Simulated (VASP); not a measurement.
# HfB2 (P6/mmm) in VASP: further runs

Runs on HfB2. Level: PBEsol. Tasks: single point.

Program: VASP 6.6.1. These are calculated values, not measurements. Logs are shortened: lines on timing, memory, paths and dates and some standing lists are left out, and cuts for length are marked.

## 1. The crystal as given

The structure is hexagonal, space group P6/mmm (No. 191). The conventional cell has a = 3.140 Å, b = 3.140 Å, c = 3.480 Å, α = 90.00°, β = 90.00°, γ = 120.00°. Hf (site symmetry 6/mmm) is surrounded by 12 B at 2.51 Å. Around B (site symmetry -6m2) lie 3 B at 1.81 Å.

## 2. Single point, PBEsol

Contents of INCAR:

```
SYSTEM = HfB2
  PREC = Accurate
  ENCUT = 460
  EDIFF = 1E-7
  ISMEAR = 1
  SIGMA = 0.15
  LREAL = .FALSE.
  LASPH = .TRUE.
  NELM = 100
  ALGO = Normal
  ISIF = 2
  LWAVE = .FALSE.
  LCHARG = .FALSE.
  GGA = PS
  NBANDS = 12
  ADDGRID = .FALSE.
```

Contents of KPOINTS:

```
Automatic mesh
0
G
  7 7 6
  0 0 0
```

Contents of POSCAR:

```
HfB2
1.0
    3.1400000000      0.0000000000      0.0000000000
   -1.5700000000      2.7193197679      0.0000000000
    0.0000000000      0.0000000000      3.4800000000
Hf B
1 2
Direct
   -0.0142630000      0.0046330000     -0.0059370000
    0.6696320000      0.3380360000      0.4871880000
    0.3055440000      0.6904850000      0.5067950000
```

Potentials or basis: VASP PAW PBE potentials, release 64 (Hf, B).

On the command line:

```console
$ cat potpaw_PBE.64/Hf/POTCAR potpaw_PBE.64/B/POTCAR > POTCAR
$ mpirun -np 1 vasp_std > vasp.out
```

OUTCAR:

```text
SYSTEM = HfB2
   PREC = Accurate
   ENCUT = 460
   EDIFF = 1E-7
   ISMEAR = 1
   LREAL = .FALSE.
   LASPH = .TRUE.
   NELM = 100
   ISIF = 2
   GGA = PS

 Found    148 irreducible k-points:

 Following reciprocal coordinates:
            Coordinates               Weight
  0.000000  0.000000  0.000000      1.000000
  0.142857  0.000000  0.000000      2.000000
  0.000000  0.142857  0.000000      2.000000
 -0.142857  0.142857  0.000000      2.000000
  0.285714  0.000000  0.000000      2.000000
  0.000000  0.285714  0.000000      2.000000
   k-points           NKPTS =    148   k-points in BZ     NKDIM =    148   number of bands    NBANDS=     12
   number of dos      NEDOS =    301   number of ions     NIONS =      3
   total plane-waves  NPLWV =  13824
   dimension x,y,z NGX =    24 NGY =   24 NGZ =   24
   dimension x,y,z NGXF=    48 NGYF=   48 NGZF=   48
   ions per type =               1   2
   NGX,Y,Z   is equivalent  to a cutoff of  12.71, 12.71, 11.47 a.u.
   NGXF,Y,Z  is equivalent  to a cutoff of  25.41, 25.41, 22.93 a.u.
 SYSTEM =  HfB2
   PREC   = accura    normal or accurate (medium, high low for compatibility)
   ISTART =      0    job   : 0-new  1-cont  2-samecut
   ICHARG =      2    charge: 1-file 2-atom 10-const
   ISPIN  =      1    spin polarized calculation?
   LNONCOLLINEAR =      F non collinear calculations
   LSORBIT =      F    spin-orbit coupling
   LASPH  =      T    aspherical Exc in radial PAW
   ENCUT  =  460.0 eV  33.81 Ry    5.81 a.u.   5.49  5.49  6.09*2*pi/ulx,y,z
   NELM   =    100;   NELMIN=  2; NELMDL= -5     # of ELM steps
   EDIFF  = 0.1E-06   stopping-criterion for ELM
   LREAL  =      F    real-space projection
   EDIFFG = 0.1E-05   stopping-criterion for IOM
   NSW    =      0    number of steps for IOM
   IBRION =     -1    ionic relax: 0-MD 1-quasi-New 2-CG
   NFREE  =      0    steps in history (QN), initial steepest desc. (CG)
   ISIF   =      2    stress and relaxation
   ISYM   =      2    0-nonsym 1-usesym 2-fastsym
   POTIM  = 0.5000    time-step for ionic-motion
   TEBEG  =    0.0;   TEEND  =   0.0 temperature during run
   PSTRESS=    0.0 pullay stress
   NELECT =      10.0000    total number of electrons
   NUPDOWN=      -1.0000    fix difference up-down
   EMIN   =  10.00;   EMAX   =-10.00  energy-range for DOS
   EFERMI =   0.00;   METHOD = LEGACY
   ISMEAR =     1;   SIGMA  =   0.15  broadening in eV -4-tet -1-fermi 0-gaus
   EFERMI_NEDOS =   21; number of points for ismear=-14 and -15
   IALGO  =     38    algorithm
   IMIX   =      4    mixing-type and parameters
     AMIX     =   0.40;   BMIX     =  1.00
     AMIX_MAG =   1.60;   BMIX_MAG =  1.00
  volume/ion in A,a.u.               =       9.90        66.84
  Fermi-wavevector in a.u.,A,eV,Ry     =   1.138724  2.151876 17.642568  1.296692
  Thomas-Fermi vector in A             =   2.275428
   LORBIT       =      0    0 simple, 1 ext, 2 COOP (PROOUT), +10 PAW based schemes
   GGA     = PS    functional components
   LHFCALC =     F    Hartree Fock is set to
   AEXX    =    0.0000 exact exchange contribution
   IVDW    =     0    specifies the selected vdW correction
   LEPSILON=     F    determine dielectric tensor
   LRPA    =     F    only Hartree local field effects (RPA)
 non-spin polarized calculation
 Methfessel and Paxton  Order N= 1 SIGMA  =   0.15
  energy-cutoff  :      460.00
  volume of cell :       29.71
 maximum number of plane-waves:       684
 NGX is ok and might be reduce to    24
   NGX = 11   NGY = 11   NGZ = 13

 number of electron      10.0000000 magnetization

 Free energy of the ion-electron system (eV)
  ---------------------------------------------------
  ext. energy  EPLUGINS =         0.00000000
  ---------------------------------------------------
  free energy    TOTEN  =       -27.79256161 eV

  energy without entropy =      -27.79267139  energy(sigma->0) =      -27.79259820

 E-fermi :   7.5736     XC(G=0): -12.4525

 val. band max:        7.4775369167   @ k =  -0.1429  -0.4286   0.0000
 cond. band min:       7.5771155595   @ k =   0.0000   0.1429   0.3333
 fundamental gap:      0.0995786428
 Fermi energy:         7.5736369455

 k-point     1 :       0.0000    0.0000    0.0000
  band No.  band energies     occupation
      1      -5.9039      2.00000
      2       4.3755      2.00000
      3       4.7275      2.00000
      4       5.0451      2.00000
      5       5.5455      2.00000
      6      11.5566      0.00000
      7      11.7188      0.00000
      8      11.9373      0.00000
      9      12.1333      0.00000
     10      12.8339      0.00000
     11      13.1117      0.00000
     12      13.9688      0.00000

 k-point     2 :       0.1429    0.0000    0.0000
  band No.  band energies     occupation
      1      -5.4951      2.00000
      2       3.4718      2.00000
      3       4.7314      2.00000
      4       5.1026      2.00000
      5       5.4049      2.00000
      6      10.4242     -0.00000
      7      11.3946      0.00000
      8      11.5019      0.00000
      9      12.0562      0.00000
     10      13.4916      0.00000
     11      14.5215      0.00000
     12      15.0012      0.00000
[... 31 lines left out ...]
 k-point     5 :       0.2857    0.0000    0.0000
  band No.  band energies     occupation
      1      -4.3656      2.00000
      2       1.5265      2.00000
      3       4.2254      2.00000
      4       4.9730      2.00000
      5       5.5417      2.00000
      6      10.1029     -0.00000
      7      10.7021      0.00000
      8      11.0796      0.00000
      9      11.8817      0.00000
     10      13.6955      0.00000
     11      16.2824      0.00000
     12      17.3934      0.00000

 k-point     6 :       0.0000    0.2857    0.0000
  band No.  band energies     occupation
      1      -4.3531      2.00000
      2       1.5586      2.00000
      3       4.1649      2.00000
      4       4.9297      2.00000
      5       5.4990      2.00000
      6      10.0746     -0.00000
      7      10.8161      0.00000
      8      11.1293      0.00000
      9      11.9365      0.00000
     10      13.6885      0.00000
     11      16.2052      0.00000
     12      17.4742      0.00000

 [... further k-points ...]

------------------------ aborting loop because EDIFF is reached ----------------------------------------

  FORCE on cell =-STRESS in cart. coord.  units (eV):
  Direction    XX          YY          ZZ          XY          YZ          ZX
  --------------------------------------------------------------------------------------
  -------------------------------------------------------------------------------------
  Total       -0.0412289     -0.4712831     -0.8248011     -0.3200631      0.0779752     -0.0938386
  in kB       -2.2230175    -25.4110912    -44.4724057    -17.2574676      4.2043422     -5.0596798
  external PRESSURE =     -24.0355048 kB  Pullay stress =       0.0000000 kB

 VOLUME and BASIS-vectors are now :
 -----------------------------------------------------------------------------
  energy-cutoff  :      460.00
  volume of cell :       29.71
      direct lattice vectors                 reciprocal lattice vectors
     3.140000000  0.000000000  0.000000000     0.318471338  0.183869512  0.000000000
    -1.570000000  2.719319768  0.000000000     0.000000000  0.367739025  0.000000000
     0.000000000  0.000000000  3.480000000     0.000000000  0.000000000  0.287356322

 POSITION                                       TOTAL-FORCE (eV/Angst)
 -----------------------------------------------------------------------------------
      3.08794      0.01260      3.45934        -0.149745      0.359883      0.161741
      1.57193      0.91923      1.69541        -1.372367      0.287813      0.257273
     -0.12465      1.87765      1.76365         1.522112     -0.647695     -0.419014
 -----------------------------------------------------------------------------------
    total drift:                                0.000009      0.000000     -0.000025

  FREE ENERGIE OF THE ION-ELECTRON SYSTEM (eV)
  ---------------------------------------------------
  free  energy   TOTEN  =       -27.7925616056 eV

  energy  without entropy=      -27.7926713938  energy(sigma->0) =      -27.79259820
```

Run time: 16 s. Hardware: 1 thread of Intel Xeon Platinum 8559C (Emerald Rapids), shared host; peak memory 0.17 GiB.

These settings aren't checked as converged: the numbers below hold their error.

Results:

- Free energy: -27.7926 eV
- Pressure: -2.4 GPa
- Largest force: 1.706 eV/Å
- Band gap on the k mesh: none (metal or under the smearing width)

Caveat: the PAW data sets were made with another functional, which shifts forces and pressure a little.

## 3. Single point, PBEsol

INCAR: that of step 2 with these lines changed.

```diff
@@ -2,3 +2,3 @@
   PREC = Accurate
-  ENCUT = 460
+  ENCUT = 650
   EDIFF = 1E-7
```

Contents of KPOINTS:

```
Automatic mesh
0
G
  6 6 5
  0 0 0
```

Contents of POSCAR:

```
HfB2
1.0
    3.1400000000      0.0000000000      0.0000000000
   -1.5700000000      2.7193197679      0.0000000000
    0.0000000000      0.0000000000      3.4800000000
Hf B
1 2
Direct
    0.0000000000      0.0000000000      0.0000000000
    0.6666666667      0.3333333333      0.5000000000
    0.3333333333      0.6666666667      0.5000000000
```

Potentials or basis: VASP PAW PBE potentials, release 64 (Hf, B).

On the command line:

```console
$ cat potpaw_PBE.64/Hf/POTCAR potpaw_PBE.64/B/POTCAR > POTCAR
$ mpirun -np 1 vasp_std > vasp.out
```

OUTCAR:

```text
SYSTEM = HfB2
   PREC = Accurate
   ENCUT = 650
   EDIFF = 1E-7
   ISMEAR = 1
   LREAL = .FALSE.
   LASPH = .TRUE.
   NELM = 100
   ISIF = 2
   GGA = PS

 Found     21 irreducible k-points:

 Following reciprocal coordinates:
            Coordinates               Weight
  0.000000  0.000000  0.000000      1.000000
  0.166667  0.000000  0.000000      6.000000
  0.333333  0.000000  0.000000      6.000000
  0.500000  0.000000  0.000000      3.000000
  0.166667  0.166667  0.000000      6.000000
  0.333333  0.166667  0.000000     12.000000
   k-points           NKPTS =     21   k-points in BZ     NKDIM =     21   number of bands    NBANDS=     12
   number of dos      NEDOS =    301   number of ions     NIONS =      3
   total plane-waves  NPLWV =  23520
   dimension x,y,z NGX =    28 NGY =   28 NGZ =   30
   dimension x,y,z NGXF=    56 NGYF=   56 NGZF=   60
   ions per type =               1   2
   NGX,Y,Z   is equivalent  to a cutoff of  14.82, 14.82, 14.33 a.u.
   NGXF,Y,Z  is equivalent  to a cutoff of  29.65, 29.65, 28.66 a.u.
 SYSTEM =  HfB2
   PREC   = accura    normal or accurate (medium, high low for compatibility)
   ISTART =      0    job   : 0-new  1-cont  2-samecut
   ICHARG =      2    charge: 1-file 2-atom 10-const
   ISPIN  =      1    spin polarized calculation?
   LNONCOLLINEAR =      F non collinear calculations
   LSORBIT =      F    spin-orbit coupling
   LASPH  =      T    aspherical Exc in radial PAW
   ENCUT  =  650.0 eV  47.77 Ry    6.91 a.u.   6.53  6.53  7.23*2*pi/ulx,y,z
   NELM   =    100;   NELMIN=  2; NELMDL= -5     # of ELM steps
   EDIFF  = 0.1E-06   stopping-criterion for ELM
   LREAL  =      F    real-space projection
   EDIFFG = 0.1E-05   stopping-criterion for IOM
   NSW    =      0    number of steps for IOM
   IBRION =     -1    ionic relax: 0-MD 1-quasi-New 2-CG
   NFREE  =      0    steps in history (QN), initial steepest desc. (CG)
   ISIF   =      2    stress and relaxation
   ISYM   =      2    0-nonsym 1-usesym 2-fastsym
   POTIM  = 0.5000    time-step for ionic-motion
   TEBEG  =    0.0;   TEEND  =   0.0 temperature during run
   PSTRESS=    0.0 pullay stress
   NELECT =      10.0000    total number of electrons
   NUPDOWN=      -1.0000    fix difference up-down
   EMIN   =  10.00;   EMAX   =-10.00  energy-range for DOS
   EFERMI =   0.00;   METHOD = LEGACY
   ISMEAR =     1;   SIGMA  =   0.15  broadening in eV -4-tet -1-fermi 0-gaus
   EFERMI_NEDOS =   21; number of points for ismear=-14 and -15
   IALGO  =     38    algorithm
   IMIX   =      4    mixing-type and parameters
     AMIX     =   0.40;   BMIX     =  1.00
     AMIX_MAG =   1.60;   BMIX_MAG =  1.00
  volume/ion in A,a.u.               =       9.90        66.84
  Fermi-wavevector in a.u.,A,eV,Ry     =   1.138724  2.151876 17.642568  1.296692
  Thomas-Fermi vector in A             =   2.275428
   LORBIT       =      0    0 simple, 1 ext, 2 COOP (PROOUT), +10 PAW based schemes
   GGA     = PS    functional components
   LHFCALC =     F    Hartree Fock is set to
   AEXX    =    0.0000 exact exchange contribution
   IVDW    =     0    specifies the selected vdW correction
   LEPSILON=     F    determine dielectric tensor
   LRPA    =     F    only Hartree local field effects (RPA)
 non-spin polarized calculation
 Methfessel and Paxton  Order N= 1 SIGMA  =   0.15
  energy-cutoff  :      650.00
  volume of cell :       29.71
 maximum number of plane-waves:      1143
 NGX is ok and might be reduce to    28
   NGX = 13   NGY = 13   NGZ = 15

 number of electron      10.0000000 magnetization

 Free energy of the ion-electron system (eV)
  ---------------------------------------------------
  ext. energy  EPLUGINS =         0.00000000
  ---------------------------------------------------
  free energy    TOTEN  =       -27.88149083 eV

  energy without entropy =      -27.88081622  energy(sigma->0) =      -27.88126596

 E-fermi :   7.4657     XC(G=0): -12.4564

 val. band max:        7.3491630313   @ k =   0.0000   0.0000   0.2000
 cond. band min:       7.5314083501   @ k =   0.3333   0.1667   0.0000
 fundamental gap:      0.1822453188
 Fermi energy:         7.4657479772

 k-point     1 :       0.0000    0.0000    0.0000
  band No.  band energies     occupation
      1      -5.9020      2.00000
      2       4.7928      2.00000
      3       4.9427      2.00000
      4       4.9427      2.00000
      5       5.0475      2.00000
      6      11.8350      0.00000
      7      11.8350      0.00000
      8      12.5115      0.00000
      9      12.5115      0.00000
     10      12.8042      0.00000
     11      12.8042      0.00000
     12      12.8820      0.00000

 k-point     2 :       0.1667    0.0000    0.0000
  band No.  band energies     occupation
      1      -5.3403      2.00000
      2       3.5019      2.00000
      3       4.6013      2.00000
      4       4.8796      2.00000
      5       5.2998      2.00000
      6      10.2796     -0.00000
      7      11.4583      0.00000
      8      11.5168      0.00000
      9      12.1739      0.00000
     10      13.7837      0.00000
     11      14.8159      0.00000
     12      15.0216      0.00000

 k-point     3 :       0.3333    0.0000    0.0000
  band No.  band energies     occupation
      1      -3.8177      2.00000
      2       0.9577      2.00000
      3       3.9475      2.00000
      4       4.5864      2.00000
      5       5.3682      2.00000
      6      10.6554      0.00000
      7      10.7498      0.00000
      8      10.8157      0.00000
      9      12.4464      0.00000
     10      13.8817      0.00000
     11      16.8477      0.00000
     12      18.1896      0.00000

 k-point     4 :       0.5000    0.0000    0.0000
  band No.  band energies     occupation
      1      -1.9460      2.00000
      2      -1.2657      2.00000
      3       3.6958      2.00000
      4       4.3972      2.00000
      5       4.9380      2.00000
      6       9.9555     -0.00000
      7      10.5347      0.00000
      8      13.4181      0.00000
      9      13.5762      0.00000
     10      14.1249      0.00000
     11      15.1809      0.00000
     12      18.9885      0.00000

 k-point     5 :       0.1667    0.1667    0.0000
  band No.  band energies     occupation
      1      -4.2925      2.00000
      2       2.0398      2.00000
      3       3.5811      2.00000
      4       4.1825      2.00000
      5       6.4832      2.00000
      6       9.3918     -0.00000
      7       9.4168     -0.00000
      8      12.2253      0.00000
      9      13.9754      0.00000
     10      14.7458      0.00000
     11      14.7606      0.00000
     12      16.6717      0.00000

 k-point     6 :       0.3333    0.1667    0.0000
  band No.  band energies     occupation
      1      -2.4301      2.00000
      2      -0.0603      2.00000
      3       2.3690      2.00000
      4       4.0669      2.00000
      5       7.1195      2.00522
      6       7.5314      0.33198
      7      10.2782     -0.00000
      8      13.6288      0.00000
      9      14.0050      0.00000
     10      15.3814      0.00000
     11      17.5228      0.00000
     12      17.5794      0.00000

 [... further k-points ...]

------------------------ aborting loop because EDIFF is reached ----------------------------------------

  FORCE on cell =-STRESS in cart. coord.  units (eV):
  Direction    XX          YY          ZZ          XY          YZ          ZX
  --------------------------------------------------------------------------------------
  -------------------------------------------------------------------------------------
  Total       -0.5632341     -0.5632341     -1.0596247      0.0000000     -0.0000000      0.0000000
  in kB      -30.3689915    -30.3689915    -57.1338476      0.0000000     -0.0000000      0.0000000
  external PRESSURE =     -39.2906102 kB  Pullay stress =       0.0000000 kB

 VOLUME and BASIS-vectors are now :
 -----------------------------------------------------------------------------
  energy-cutoff  :      650.00
  volume of cell :       29.71
      direct lattice vectors                 reciprocal lattice vectors
     3.140000000  0.000000000  0.000000000     0.318471338  0.183869512  0.000000000
    -1.570000000  2.719319768  0.000000000     0.000000000  0.367739025  0.000000000
     0.000000000  0.000000000  3.480000000     0.000000000  0.000000000  0.287356322

 POSITION                                       TOTAL-FORCE (eV/Angst)
 -----------------------------------------------------------------------------------
      0.00000      0.00000      0.00000        -0.000000      0.000000      0.000000
      1.57000      0.90644      1.74000         0.000000      0.000000     -0.000000
     -0.00000      1.81288      1.74000        -0.000000     -0.000000      0.000000
 -----------------------------------------------------------------------------------
    total drift:                               -0.000000      0.000000     -0.000000

  FREE ENERGIE OF THE ION-ELECTRON SYSTEM (eV)
  ---------------------------------------------------
  free  energy   TOTEN  =       -27.8814908262 eV

  energy  without entropy=      -27.8808162245  energy(sigma->0) =      -27.88126596
```

stdout:

```text
POSCAR found type information on POSCAR HfB
 POSCAR found :  2 types and       3 ions
 scaLAPACK will be used
 -----------------------------------------------------------------------------
|                                                                             |
|                                                                             |
|     You enforced a specific xc type in the INCAR file but a different       |
|     I HOPE YOU KNOW WHAT YOU ARE DOING!                                     |
|                                                                             |
 -----------------------------------------------------------------------------

 LDA part: xc-table for (Slater+PW92), standard interpolation
 POSCAR, INCAR and KPOINTS ok, starting setup
 FFT: planning ... GRIDC
 FFT: planning ... GRID_SOFT
 FFT: planning ... GRID
 WAVECAR not read
 entering main loop
```

It took 7.9 s on 1 thread of Intel Xeon Platinum 8559C (Emerald Rapids), shared host; peak memory 0.16 GiB.

The run converged, but some of its settings lie outside the range that counts as converged, so its numbers aren't taken as properties of the crystal.

Results:

* Free energy: -27.8815 eV
* Pressure: -3.9 GPa
* Band gap on the k mesh: none (metal or under the smearing width)

Caveat: the k mesh is coarse (spacing up to 0.39 Å⁻¹), so the values aren't converged; the PAW data sets were made with another functional, which shifts forces and pressure a little.

## 4. The reference run

An earlier run on the cell as given: functional PBEsol; potentials or basis VASP PAW PBE potentials, release 64 (Hf_pv, B); cutoff 520 eV; k mesh 10 × 10 × 8; occupations fermi-dirac, width 0.05 eV; no spin polarisation.

* Pressure: -4.4 GPa
* Band gap on the k mesh: none (metal or under the smearing width)
